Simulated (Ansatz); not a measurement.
**ZnH5: from a guess to a relaxed structure**

The task: take a trial cell of ZnH5 to zero force and stress.

Computed with Ansatz 0.2.0 (DFT PBE, scalar-relativistic, plane waves, PAW, unless a step's input says otherwise).

## Step 1: Starting point

Symmetry: P6/mmm, No. 191, hexagonal system. Conventional cell: a = 4.340 Å, b = 4.340 Å, c = 3.395 Å, α = 90.00°, β = 90.00°, γ = 120.00°. Zn (site symmetry 6/mmm) is surrounded by 18 H at 2.51 to 2.76 Å. H (site symmetry mmm) has 8 H at 2.11 to 2.17 Å and 4 Zn at 2.76 Å as nearest neighbours. H (site symmetry -6m2) is surrounded by 9 H at 2.11 to 2.51 Å and 3 Zn at 2.51 Å.

Coordinates:

```
Zn H
1.0
     4.33976    0.00000    0.00000
    -2.16988    3.75834    0.00000
     0.00000    0.00000    3.39525
Zn H
1 5
Direct
  0.00000 0.00000 0.00000
  0.50000 0.00000 0.50000
  0.50000 0.50000 0.50000
  0.00000 0.50000 0.50000
  0.33333 0.66667 0.00000
  0.66667 0.33333 0.00000
```

The cell is invented: species swapped into a database cell of LaIr5 (P6/mmm, No. 191), with Zn on the La sites and H on the Ir sites. The dimensions are guesses.

## Step 2: Probe: one point on a coarse mesh

Contents of input.yaml:

```yaml
crystal:
  lattice:
    - [4.33976078, 0.0, 0.0]
    - [-2.16988039, 3.75834308, 0.0]
    - [0.0, 0.0, 3.39524738]
  atoms:
    - { symbol: Zn, position: [0.0, 0.0, 0.0] }
    - { symbol: H, position: [0.5, 0.0, 0.5] }
    - { symbol: H, position: [0.5, 0.5, 0.5] }
    - { symbol: H, position: [0.0, 0.5, 0.5] }
    - { symbol: H, position: [0.33333333, 0.66666667, 0.0] }
    - { symbol: H, position: [0.66666667, 0.33333333, 0.0] }
basis:
  ecutwfc: 420
kpoints:
  mp_grid: { grid: [6, 6, 6] }
hamiltonian:
  xc: pbe
scf:
  occupations: { method: gaussian, width: 0.1 }
  lower_state_search: "off"
output:
  forces: true
  stress: true
  eigenvalues: true
```

On the command line:

```
> ansatz run input.yaml --threads 1 --pin off --max-ram 2560MiB --backend cpu --events-out ev --progress --plain --runs-dir out
```

Output (excerpt; [...] marks lines left out):

```text
[...]
SCF converged after 6 iterations
Free energy (F): -3389.815329 eV
[...]
E sigma→0 (E₀):  -3389.810120 eV
Entropy (-TS):   -0.010417 eV (-1.736 meV/atom)
Fermi energy:    1.587113 eV
[...]
--- Forces (eV/Å), atoms counted from 1 ---
  atom   1  Zn     0.00000000    -0.00000000     0.00000000
  atom   2  H      0.00000000     0.00000000     0.00000000
  atom   3  H      0.00000000     0.00000000     0.00000000
  atom   4  H      0.00000000    -0.00000000     0.00000000
  atom   5  H      0.00000000    -0.00000000     0.00000000
  atom   6  H      0.00000000     0.00000000    -0.00000000
[...]
--- Stress (GPa, compression-positive) ---
      -16.176576       0.000000       0.000000
        0.000000     -16.176576      -0.000000
        0.000000      -0.000000     -19.177954
  P = ⅓ Tr σ = -17.1770 GPa (-171.770 kbar)
--- Band table (eV; the first three rows and the last of 28) ---
  k-point 0: bands = ["-6.8684", "-5.1076", "-4.9887", "-4.9887", "-4.8987", "-4.8987", "1.3138", "1.9649", "1.9649", "3.0550", "3.6265", "5.6168", "5.6168", "8.1451", "14.8807"]
[...]
```

Wall time 1.4 s (1 thread of Intel Xeon at 2.70GHz, shared host); peak memory 0.33 GiB.

From the probe: pressure -17.2 GPa, largest force 0.00 eV/Å, gap on this mesh none (metal). A guess like this is first relaxed loosely on the coarse mesh.

[end of part 1 of 3]
